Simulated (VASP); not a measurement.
BaO: relaxation of cell and atoms with r2SCAN

The system is BaO.

```
CELL_PARAMETERS angstrom
0.00000 2.79039 2.79039
2.79039 0.00000 2.79039
2.79039 2.79039 0.00000
ATOMIC_POSITIONS crystal
Ba 0.00000 0.00000 0.00000
O 0.50000 0.50000 0.50000
```

The cell is a database's computed one.

```
Program                : VASP 6.6.1
Task                   : relaxation of cell and atoms
Functional             : r2SCAN
Potentials or basis    : VASP PAW PBE potentials, release 64 (Ba_sv, O)
Cutoff                 : 600 eV
k mesh                 : 8 × 8 × 8
Occupations            : gaussian, width 0.02 eV
Spin                   : no spin polarisation
Further INCAR settings : ALGO = Normal; EDIFF = 1e-07; IBRION = 2; EDIFFG = -0.005; NSW = 90; ISIF = 3
```

```
Pressure after relaxing : 0.0 GPa
Band gap on the k mesh  : 2.38 eV, direct
```

Final structure:
```cif
data_structure
_symmetry_space_group_name_H-M 'P 1'
_symmetry_Int_Tables_number 1
_cell_length_a 3.9462
_cell_length_b 3.9462
_cell_length_c 3.9462
_cell_angle_alpha 60.000
_cell_angle_beta 60.000
_cell_angle_gamma 60.000
_cell_volume 43.45
loop_
_atom_site_label
_atom_site_type_symbol
_atom_site_fract_x
_atom_site_fract_y
_atom_site_fract_z
_atom_site_occupancy
Ba1 Ba 0.00000 0.00000 0.00000 1
O1 O 0.50000 0.50000 0.50000 1
```

Levels at points of the mesh, in eV from the valence-band top:
| k point | band 5 | band 6 | band 7 | band 8 | band 9 | band 10 | band 11 | band 12 |
| --- | --- | --- | --- | --- | --- | --- | --- | --- |
| (0.00, 0.00, 0.00) | -10.80 | -0.31 | -0.31 | -0.31 | 4.03 | 5.14 | 5.14 | 5.14 |
| (0.50, 0.00, 0.00) | -10.91 | -1.88 | -1.40 | -1.40 | 5.29 | 7.60 | 7.60 | 8.57 |
| (0.50, 0.50, 0.00) | -11.34 | -0.14 | -0.14 | 0.00 | 2.38 | 6.48 | 9.45 | 9.83 |

Wall time 31 s on 1 thread of Intel(R) Xeon(R) 6975P-C (Granite Rapids) (shared host), peak memory 0.19 GiB.

Caveat: the relaxation stopped at its first step, so nothing moved; the PAW data sets were made with another functional, which shifts forces and pressure a little; spin-orbit coupling is left out, which moves the levels of the heavy elements. A k mesh can miss the band edges.
